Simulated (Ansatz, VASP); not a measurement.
# BaTiO3 in VASP and in Ansatz

POSCAR

```
BaTiO3
1.0
    3.9915085000      0.0000000000      0.0000000000
    0.0100976400      3.9914985300      0.0000000000
    0.0100976400      0.0100777000      3.9914786000
Ba Ti O
1 1 3
Direct
    0.0000000000      0.0000000000      0.0000000000
    0.4870000000      0.4870000000      0.4870000000
    0.5092000000      0.5092000000      0.0189000000
    0.0189000000      0.5092000000      0.5092000000
    0.5092000000      0.0189000000      0.5092000000
```

INCAR.step1

```
SYSTEM = BaTiO3
PREC = Accurate
ENCUT = 520
ISMEAR = -1
SIGMA = 0.0102
LREAL = .False.
LASPH = .True.
NELM = 100
NBANDS = 28
GGA = PE
ALGO = Normal
EDIFF = 1E-4
LWAVE = .True.
LCHARG = .False.
```

Contents of INCAR.step2:

```
SYSTEM = BaTiO3
PREC = Accurate
ENCUT = 520
EDIFF = 1E-6
ISMEAR = -1
SIGMA = 0.0102
LREAL = .False.
LASPH = .True.
NELM = 100
ALGO = Normal
ISIF = 2
LWAVE = .False.
LCHARG = .False.
METAGGA = R2SCAN
LMIXTAU = .True.
NBANDS = 28
ISTART = 1
```

Contents of KPOINTS:

```
regular mesh
0
Gamma
  5 5 5
  0 0 0
```

Input for Ansatz:

```yaml
crystal:
  lattice:
    - [3.9915085, 0.0, 0.0]
    - [0.01009764, 3.99149853, 0.0]
    - [0.01009764, 0.0100777, 3.9914786]
  atoms:
    - { symbol: Ba, position: [0.0, 0.0, 0.0] }
    - { symbol: Ti, position: [0.487, 0.487, 0.487] }
    - { symbol: O, position: [0.5092, 0.5092, 0.0189] }
    - { symbol: O, position: [0.0189, 0.5092, 0.5092] }
    - { symbol: O, position: [0.5092, 0.0189, 0.5092] }
  symmetry: { tolerance: 0.0003 }
kpoints:
  mp_grid: { grid: [5, 5, 5], shift: [0, 0, 0] }
magnetization:
  spin_polarized: false
scf:
  occupations: { method: fermi_dirac, width: 0.0102 }
hamiltonian:
  pseudopotentials: { kind: paw }
  xc: r2scan
basis:
  ecutwfc: 500
output:
  forces: true
  stress: true
  eigenvalues: true
```

Alike in both runs: task single point; functional r2SCAN; k mesh 5 × 5 × 5; occupations fermi-dirac, width 0.0102 eV; no spin polarisation.

|  | VASP | Ansatz |
| --- | --- | --- |
| version | VASP 6.6.1 | Ansatz 0.2.0 |
| potentials or method | VASP PAW PBE potentials, release 64 (Ba_sv, Ti_sv, O) | PAW plane waves |
| plane-wave cutoff (eV) | 520 | 500 |
| valence electrons in the cell | 40 | 40 |

```csv
,VASP,Ansatz,Ansatz less VASP
gap on the k mesh at the Fermi level (eV),2.87,2.90,+0.025
pressure (GPa),5.6,3.5,-2.08
largest component of the traceless stress (GPa),0.12,0.08,-0.039
rms of the force components (eV/Å),0.117,0.068,-0.0494
```

Atom by atom the forces differ by 0.060 eV/Å (rms over components). Ansatz warned: «structure_snapped_to_symmetry».

Caveats: the PAW data sets were made with another functional, which shifts forces and pressure a little (VASP); spin-orbit coupling is left out, which moves the levels of the heavy elements; an odd mesh through Γ misses points on the zone boundary, where band edges often lie. r2SCAN opens gaps a little over a GGA but as a rule still falls short of measured ones.
